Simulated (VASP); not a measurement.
Here is a VASP 6.6.1 calculation.

Contents of INCAR:

```
AGGAC = 0.0
ALGO = Normal
EDIFF = 1E-6
ENCUT = 520
GGA = RE
ISIF = 2
ISMEAR = -1
LASPH = True
LCHARG = True
LELF = True
LREAL = False
LUSE_VDW = True
LVHAR = True
LWAVE = False
NBANDS = 16
NELM = 80
PREC = Accurate
SIGMA = 0.05
```

The input KPOINTS:

```
k-points
0
Gamma
  16 16 4
```

POSCAR

```
C
1.0
    2.4610000000      0.0000000000      0.0000000000
   -1.2305000000      2.1312885187      0.0000000000
    0.0000000000      0.0000000000      6.7080000000
C
4
Direct
    0.0000000000      0.0000000000      0.2500000000
    0.3333333333      0.6666666667      0.2500000000
    0.5000000000      0.0000000000      0.7500000000
    0.8333333333      0.6666666667      0.7500000000
```

Potentials or basis: VASP PAW PBE potentials, release 64 (C).

The run is started by

```sh
$ cat potpaw_PBE.64/C/POTCAR > POTCAR
$ mpirun -np 1 vasp_std > vasp.out
```

Q: Estimate the band gap on the k mesh.

A: 0.21 eV.

Q: Predict the largest force.

A: 0.012 eV/Å.

Stress tensor (GPa, compression positive):
```
8.84 0.00 0.00
0.00 8.08 0.00
0.00 0.00 2.85
```

Caveat: the PAW data sets were made with another functional, which shifts forces and pressure a little. A k mesh can miss the band edges.
